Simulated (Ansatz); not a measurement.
# W (bcc type): the cost of one run

Program: Ansatz 0.2.0. Level of theory: DFT, LDA, all-electron LAPW, scalar-relativistic. These are calculated values, not measurements.

1 further run of the same task is left out (set aside as unsound or not needed).

### 1 The system as given

The structure is cubic, space group Im-3m (No. 229). The conventional cell has a = 3.135 Å, b = 3.135 Å, c = 3.135 Å, α = 90.00°, β = 90.00°, γ = 90.00°. W (site symmetry m-3m) is surrounded by 8 W at 2.71 Å.

Structure file:

```
W
1.0
     3.13483    0.00000    0.00000
     0.00000    3.13483    0.00000
     0.00000    0.00000    3.13483
W
2
Direct
  0.00000 0.00000 0.00000
  0.50000 0.50000 0.50000
```

Atoms are numbered in the order of the input: W1, W2.

### 2 Bulk in the slab's orientation, LAPW

input.yaml

```yaml
crystal:
  lattice:
    - [3.1348320012, 0.0, 0.0]
    - [0.0, 3.1348320012, 0.0]
    - [0.0, 0.0, 3.1348320012]
  atoms:
    - { symbol: W, position: [0.0, 0.0, 0.0] }
    - { symbol: W, position: [0.5, 0.5, 0.5] }
kpoints:
  mp_grid: { grid: [13, 13, 13] }
scf:
  occupations: { method: fermi_dirac, width: 0.08 }
hamiltonian:
  xc: lda
  pseudopotentials: { kind: all_electron, lapw: { basis_error: 0.001 } }
output:
  forces: true
  stress: true
  eigenvalues: true
```

Launch:

```sh
$ ansatz run input.yaml --threads 1 --pin off --max-ram 3584MiB --backend cpu --events-out ev --progress --plain --runs-dir out
```

What time and memory should one allow on 1 thread of Intel Xeon 6975P-C (Granite Rapids), shared host?

About 20 s, with a peak of 0.53 GiB.
